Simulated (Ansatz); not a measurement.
Input of an Ansatz 0.2.0 run:

Contents of input.yaml:

```yaml
crystal:
  lattice:
    - [2.4480228978, 0.0, 0.0]
    - [-1.2240114489, 2.1200500186, 0.0]
    - [0.0, 0.0, 4.07280757]
  atoms:
    - { symbol: Ni, position: [0.6666666667, 0.3333333333, 0.75], spin: 1.0 }
    - { symbol: Ni, position: [0.3333333333, 0.6666666667, 0.25], spin: 1.0 }
hamiltonian:
  xc: revpbe
  pseudopotentials: { kind: paw }
magnetization:
  spin_polarized: true
kpoints:
  mp_grid: { grid: [12, 12, 7] }
  band_path:
    path:
      - [[0.0, 0.0, 0.0], [0.5, 0.0, 0.0], [0.3333333333, 0.3333333333, 0.0], [0.0, 0.0, 0.0], [0.0, 0.0, 0.5], [0.5, 0.0, 0.5], [0.3333333333, 0.3333333333, 0.5], [0.0, 0.0, 0.5]]
      - [[0.5, 0.0, 0.5], [0.5, 0.0, 0.0]]
      - [[0.3333333333, 0.3333333333, 0.0], [0.3333333333, 0.3333333333, 0.5]]
    npoints: 14
scf:
  occupations: { method: fermi_dirac, width: 0.05 }
  n_extra_bands: 6
output:
  forces: true
  stress: true
  eigenvalues: true
  fatbands: false
```

Potentials or basis: Ansatz PAW.

Command:

```bash
$ ansatz run input.yaml --threads 2 --pin off --max-ram 5632MiB --backend cpu --events-out ev --progress --plain --runs-dir out
```

(1) Predict the net moment.

(2) Estimate the pressure.

(3) Estimate the absolute moment.

Results:

(1) 1.31 μB per cell.

(2) 11.5 GPa.

(3) 1.49 μB per cell.

Caveat: the PAW data sets come from PBE, with cores solved anew for the run's functional, which leaves a small shift of forces and pressure.
